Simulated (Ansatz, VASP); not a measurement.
**Two plane-wave programs on MgO**

The input INCAR:

```
SYSTEM = MgO
PREC = Accurate ; ENCUT = 520
EDIFF = 1E-6 ; ISMEAR = 0
SIGMA = 0.05 ; LREAL = .False.
LASPH = .True. ; NELM = 100
ALGO = Normal ; ISIF = 2
LWAVE = .False. ; LCHARG = .False.
GGA = PE ; NBANDS = 26
```

Contents of KPOINTS:

```
Automatic mesh
0
Gamma
  9 9 2
  0 0 0
```

The input POSCAR:

```
MgO
1.0
    3.2259000000      0.0000000000      0.0000000000
   -1.6129500000      2.7937113501      0.0000000000
    0.0000000000      0.0000000000      9.9532000000
Mg O
4 4
Direct
    0.3333333333      0.6666666667      0.9694906392
    0.0000000000      0.0000000000      0.2208211786
    0.0000000000      0.0000000000      0.7208211786
    0.6666666667      0.3333333333      0.4694906392
    0.3333333333      0.6666666667      0.7800420079
    0.0000000000      0.0000000000      0.5296443544
    0.0000000000      0.0000000000      0.0296443544
    0.6666666667      0.3333333333      0.2800420079
```

Input for Ansatz:

```yaml
crystal:
  lattice:
    - [3.2259, 0.0, 0.0]
    - [-1.61295, 2.7937113501, 0.0]
    - [0.0, 0.0, 9.9532]
  atoms:
    - { symbol: Mg, position: [0.3333333333, 0.6666666667, 0.9694906392] }
    - { symbol: Mg, position: [0.0, 0.0, 0.2208211786] }
    - { symbol: Mg, position: [0.0, 0.0, 0.7208211786] }
    - { symbol: Mg, position: [0.6666666667, 0.3333333333, 0.4694906392] }
    - { symbol: O, position: [0.3333333333, 0.6666666667, 0.7800420079] }
    - { symbol: O, position: [0.0, 0.0, 0.5296443544] }
    - { symbol: O, position: [0.0, 0.0, 0.0296443544] }
    - { symbol: O, position: [0.6666666667, 0.3333333333, 0.2800420079] }
basis:
  ecutwfc: 520.0
kpoints:
  mp_grid: { grid: [9, 9, 2] }
hamiltonian:
  xc: pbe
  pseudopotentials: { kind: paw, azcp: { folder: soft_1 } }
scf:
  occupations: { method: gaussian, width: 0.05 }
output:
  forces: true
  stress: true
  eigenvalues: true
  write_density: true
  write_potential: true
  elf: true
  volumetric_format: npy
```

Alike in both runs: task single point; functional PBE; k mesh 9 × 9 × 2; occupations gaussian, width 0.05 eV; no spin polarisation.

|  | VASP | Ansatz |
| --- | --- | --- |
| version | VASP 6.6.1 | Ansatz 0.2.0 |
| potentials or method | VASP PAW PBE potentials, release 64 (Mg, O) | scalar-relativistic, plane waves, PAW |
| plane-wave cutoff (eV) | 520 | 520 |
| valence electrons in the cell | 32 | 64 |

|  | VASP | Ansatz | Ansatz less VASP |
| --- | --- | --- | --- |
| gap on the k mesh at the Fermi level (eV) | 3.85 | 3.87 | +0.017 |
| least direct gap on the mesh (eV) | 3.85 | 3.87 | +0.017 |
| pressure (GPa) | 11.9 | 12.2 | +0.34 |
| largest component of the traceless stress (GPa) | 7.18 | 7.05 | -0.133 |
| rms of the force components (eV/Å) | 0.325 | 0.320 | -0.0047 |

Atom by atom the forces differ by 0.005 eV/Å (rms over components). The two sets of potentials don't hold the same shells in valence.

Expect the measured gap to be larger: semilocal functionals such as PBE lack the derivative discontinuity.
